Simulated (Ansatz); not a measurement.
InAs: tetragonal deformation path

Level of theory: DFT r2SCAN, scalar-relativistic, plane waves, PAW (Ansatz 0.2.0). Settings: plane waves to 500 eV, k-mesh 10×10×10 (Γ-centred), Gaussian smearing 0.03 eV. No spin polarisation. Energies are free energies at this smearing, counted from the undisturbed cell; pressure is positive in compression.

The starting cell (as given, not relaxed at this level; it stands at 1.9 GPa):

```
In As
1.0
     0.00000    3.02400    3.02400
     3.02400    0.00000    3.02400
     3.02400    3.02400    0.00000
In As
1 1
Direct
  0.00000 0.00000 0.00000
  0.75000 0.75000 0.75000
```

At fixed volume and fractional coordinates, lengths along (0.000, 0.000, 1.000) are scaled against those across it; ρ is that ratio over its starting value.

| ρ | ΔE (meV/atom) | pressure (GPa) | gap on the mesh (eV) |
| --- | --- | --- | --- |
| 0.650 | 226.5 | -2.1 | 0.00 |
| 0.707 | 159.0 | -0.8 | 0.00 |
| 0.780 | 91.3 | ? | ? |
| 0.850 | ? | 1.3 | ? |
| 0.920 | ? | 1.7 | ? |
| 0.960 | 3.3 | 1.8 | 0.11 |
| 1.000 | 0.0 | 1.9 | 0.25 |
| 1.050 | 5.4 | 1.8 | 0.15 |
| 1.100 | 22.1 | 1.7 | 0.00 |
| 1.200 | 89.9 | 1.3 | 0.00 |
| 1.300 | 202.0 | 0.9 | 0.00 |
| 1.414 | ? | 0.6 | 0.00 |
| 1.500 | 481.1 | 0.2 | 0.00 |

(1) Give the withheld values.

Answers

(1) pressure (GPa) at ρ = 0.780: 0.4; gap on the mesh (eV) at ρ = 0.780: 0.28; ΔE (meV/atom) at ρ = 0.850: 43.9; gap on the mesh (eV) at ρ = 0.850: 0.27; ΔE (meV/atom) at ρ = 0.920: 13.0; gap on the mesh (eV) at ρ = 0.920: 0.02; ΔE (meV/atom) at ρ = 1.414: 363.7.